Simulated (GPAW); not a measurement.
C, 8 atoms in the cell. Symmetry: P6_3/mmc, No. 194, hexagonal system. Conventional cell: a = 2.522 Å, b = 2.522 Å, c = 8.237 Å, α = 90.00°, β = 90.00°, γ = 120.00°. Around C (site symmetry 3m) lie 4 C at 1.54 Å. Around C (site symmetry 3m) lie 4 C at 1.54 Å. This is a hexagonal form of diamond, not graphite.

* Program: GPAW 26.7.0
* Task: band structure
* Functional: OLYP
* Potentials or basis: PAW data sets generated in the run's folder for this functional
* Cutoff: 800 eV
* Basis: pw
* k mesh: 7 × 7 × 2
* Occupations: fermi-dirac, width 0.05 eV
* Spin: no spin polarisation
* Eigensolver: davidson
* Maxiter: 150
* Band path: GMKGALHA,LM,KH
* Band points: 80

Potentials or basis: PAW data sets generated in the run's folder for this functional, pw.

Launch:

```console
$ gpaw-setup -f GGA_X_OPTX+GGA_C_LYP C
$ OMP_NUM_THREADS=1 python run.py
```

Hardware: 1 thread of Intel(R) Xeon(R) 6975P-C (Granite Rapids), with other jobs on the host.

Task: How long does it take, and how much memory?

Result: Wall time 54 s on 1 thread of Intel(R) Xeon(R) 6975P-C (Granite Rapids), with other jobs on the host, peak memory 0.4 GiB. Counts: scf iterations 15, plane waves 2346, bands 32, k points 16.
